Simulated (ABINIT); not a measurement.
Runs of ABINIT 10.8.3 (patched build) on NaCl. Symmetry: Pm-3m, No. 221, cubic system. The conventional cell has a = 3.502 Å, b = 3.502 Å, c = 3.502 Å, α = 90.00°, β = 90.00°, γ = 90.00°. Cl (site symmetry m-3m) is surrounded by 8 Na at 3.03 Å. Na (site symmetry m-3m) has 8 Cl at 3.03 Å as nearest neighbours. Measurements of this composition are mostly on another form, of space group No. 225.

```csv
task,level,potentials or basis,k mesh,cutoff (eV),fine-grid cutoff,gap on the mesh (eV),pressure (GPa)
band structure,RPBE,JTH PAW PBE v2.0,8 × 8 × 8,1225,1836.77 eV,(a),1.9
band structure,LDA-PZ,JTH PAW LDA v2.0,8 × 8 × 8,1225,1836.77 eV,3.59,-3.1
single point,LDA,JTH PAW LDA v2.0,6 × 6 × 6,1225,1836.77 eV,3.59,-3.1
single point,PBEsol,JTH PAW PBE v2.0,10 × 10 × 10,1225,1836.77 eV,3.83,-1.2
single point,LDA,JTH PAW LDA v2.0,5 × 5 × 5,1225,1836.77 eV,(b),-3.1
band structure,LDA,PseudoDojo NC SR LDA v0.4 stringent,8 × 8 × 8,1197,-,3.60,-3.1
single point,r2SCAN,JTH PAW PBE v2.0,6 × 6 × 6,1469,2204.12 eV,4.77,-0.9
band structure,revPBE,JTH PAW PBE v2.0,8 × 8 × 8,1225,1836.77 eV,4.24,1.7
```

Alike in all rows: no spin polarisation; cell as given; smearing fermi-dirac 0.05 eV.

**Question.** Estimate the missing entries.

**Answer.** (a) 4.26; (b) 3.65.

Caveats: the PAW data sets were made with another functional, which shifts forces and pressure a little (some runs); an odd mesh through Γ misses points on the zone boundary, where band edges often lie (some runs).

Runs at the PBE level aren't shown here.
